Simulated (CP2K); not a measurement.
BAs:

```xyz
2
Lattice="3.3778 0.0000 0.0000 1.6889 2.9253 0.0000 1.6889 0.9751 2.7580" Properties=species:S:1:pos:R:3 pbc="T T T"
As    5.0668    2.9253    2.0685
B     0.0000    0.0000    0.0000
```

Base run:

* Program: CP2K 2026.2
* Functional: optB88-vdW
* Potentials or basis: POTENTIAL_UZH As GTH-PBE-q5, B GTH-PBE-q3; TZVP-MOLOPT-PBE-GTH basis
* Density cutoff: 9184 eV
* k mesh: 10 × 10 × 10
* Occupations: fermi-dirac, width 0.05 eV
* Spin: no spin polarisation

Its results: band gap on the k mesh 1.34 eV, indirect (least direct gap 3.41 eV); pressure 4.5 GPa.

Q: After a change of settings the same cell gave: band gap on the k mesh 1.03 eV, indirect (least direct gap 3.29 eV); pressure 2.4 GPa. Which change was it?
A. functional from optB88-vdW to BLYP
B. functional from optB88-vdW to MS2
C. functional from optB88-vdW to LDA
D. functional from optB88-vdW to PBE

A: C.

Caveats: the potentials were made for another functional, which shifts forces and pressure; the basis of atomic orbitals isn't converged, which shifts pressures, moduli and gaps.
